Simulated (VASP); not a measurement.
Set up this calculation in VASP 6.6.1, as the native input.

```
Task                   : single point
Functional             : LDA
Potentials or basis    : VASP PAW LDA potentials, release 64 (Ba_sv)
Cutoff                 : 520 eV
k mesh                 : 9 × 9 × 12
Occupations            : gaussian, width 0.15 eV
Spin                   : no spin polarisation
Dipole correction      : no
Further INCAR settings : ALGO = Fast; EDIFF = 1e-07; NBANDS = 17
```

The structure of Ba lies in POSCAR:

```
Ba
1.0
    6.9960670735      0.0000000000      0.0000000000
   -3.4980335368      6.0587718122      0.0000000000
    0.0000000000      0.0000000000      3.9093935500
Ba
2
Direct
    0.3333333333      0.6666666667      0.5000000000
    0.6666666667      0.3333333333      0.5000000000
```

This isn't the form of Ba at room conditions, which is bcc.

The input as run:

INCAR

```
SYSTEM = Ba
ALGO = Fast ; EDIFF = 1E-7
ENCUT = 520 ; ISIF = 2
ISMEAR = 0 ; LASPH = .True.
LCHARG = .True. ; LELF = .True.
LREAL = .False. ; LVHAR = .True.
LWAVE = .False. ; NBANDS = 17
NELM = 100 ; PREC = Accurate
SIGMA = 0.15
```

KPOINTS

```
k-points
0
Gamma
  9 9 12
  0 0 0
```

Potentials or basis: VASP PAW LDA potentials, release 64 (Ba_sv).

Run with:

```bash
$ cat potpaw_LDA.64/Ba_sv/POTCAR > POTCAR
$ mpirun -np 1 vasp_std > vasp.out
```

Results of the run:

```yaml
Pressure: -0.5 GPa
Band_gap_on_the_k_mesh: none (metal or under the smearing width)
```

Run time: 3.8 min on 1 thread of Intel(R) Xeon(R) 6975P-C (Granite Rapids) (shared host), peak memory 0.34 GiB.
